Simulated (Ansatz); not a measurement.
Fe, DFT, PBE, all-electron PAW with datasets made for the crystal, scalar-relativistic (Ansatz 0.2.0), run on 1 thread of Intel(R) Xeon(R) Platinum 8488C (Sapphire Rapids) on a shared host.

Structure from Materials Project entry mp-1271068 (possibly hypothetical), not relaxed further. The listed cell was then made from it by scaling, straining or moving an atom.

Command: `ansatz run input.yaml --threads 1 --pin off --max-ram 3072MiB --backend cpu --events-out ev --progress --plain --runs-dir out`

```yaml
crystal:
  lattice:
    - [0.0, 1.9417396906, 1.9061520074]
    - [1.4984397099, 0.0, 1.9061520074]
    - [1.4984397099, 1.9417396906, 0.0]
  atoms:
    - { symbol: Fe, position: [0.0, 0.0, 0.0], spin: 3.0 }
magnetization:
  spin_polarized: true
kpoints:
  mp_grid: { grid: [16, 16, 16] }
scf:
  occupations: { method: fermi_dirac, width: 0.05 }
hamiltonian:
  xc: pbe
  pseudopotentials: { kind: all_electron, datasets: crystal }
output:
  forces: true
  stress: true
  eigenvalues: true
  efg: { contact_densities: true }
```

How large is the problem that the program sets up?

621 irreducible k-points, 157 plane waves at Γ, 14 bands.

About how long does it take, and how much memory does it use?

58 s of wall time for 9 SCF iterations, with a peak of 1 GiB. Times on shared machines scatter by tens of per cent.

And the same cell and mesh by PAW with the default files, asked for forces, stress, eigenvalues, efg, write_density, write_potential, elf, on the same hardware?

17 s, peak memory 0.52 GiB.
